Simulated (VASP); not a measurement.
SnO: single point with PBEsol

The system is SnO.

```
CELL_PARAMETERS angstrom
3.35500 0.00000 0.00000
0.00000 5.67410 0.00000
0.00000 0.00000 4.22197
ATOMIC_POSITIONS crystal
Sn 0.50000 0.76809 0.01314
Sn 0.00000 0.23191 0.51314
O 0.50000 0.10875 0.23686
O 0.00000 0.89125 0.73686
```

The cell comes from a database or a generator and needn't be the stable form of this composition.

```yaml
Program: VASP 6.6.1
Task: single point
Functional: PBEsol
Potentials_or_basis: VASP PAW PBE potentials, release 64 (Sn_d, O)
Cutoff: 520 eV
k_mesh: 8 × 5 × 6
Occupations: fermi-dirac, width 0.05 eV
Spin: no spin polarisation
```

* Pressure: -2.9 GPa
* Largest force: 0.349 eV/Å
* Band gap on the k mesh: 1.42 eV, indirect (least direct gap 2.01 eV)

Forces on the atoms (eV/Å):
```
Sn   0.000  0.335 -0.098
Sn   0.000 -0.335 -0.098
O    0.000 -0.122  0.098
O    0.000  0.122  0.098
```

Stress tensor (GPa, compression positive):
```
-3.50  0.00  0.00
 0.00 -2.58  0.00
 0.00  0.00 -2.55
```

Levels at points of the mesh, in eV from the valence-band top:
```tsv
k point	band 17	band 18	band 19	band 20	band 21	band 22	band 23	band 24
(0.00, 0.00, 0.00)	-3.50	-2.64	-2.05	0.00	2.61	3.10	5.81	5.86
(0.50, 0.00, 0.00)	-2.58	-2.58	-1.25	-1.25	2.53	2.53	5.48	5.48
(0.00, 0.00, 0.50)	-3.20	-3.20	-1.66	-1.66	2.61	2.61	5.17	5.17
(0.50, 0.00, 0.50)	-3.15	-3.15	-1.08	-1.08	2.06	2.06	4.56	4.56
```

It took 54 s on 1 thread of Intel(R) Xeon(R) 6975P-C (Granite Rapids), with other jobs on the host, peak memory 0.24 GiB.

Caveat: the PAW data sets were made with another functional, which shifts forces and pressure a little; spin-orbit coupling is left out, which moves the levels of the heavy elements; an odd mesh through Γ misses points on the zone boundary, where band edges often lie. PBEsol gaps usually lie below the measured ones, often by a third to a half.
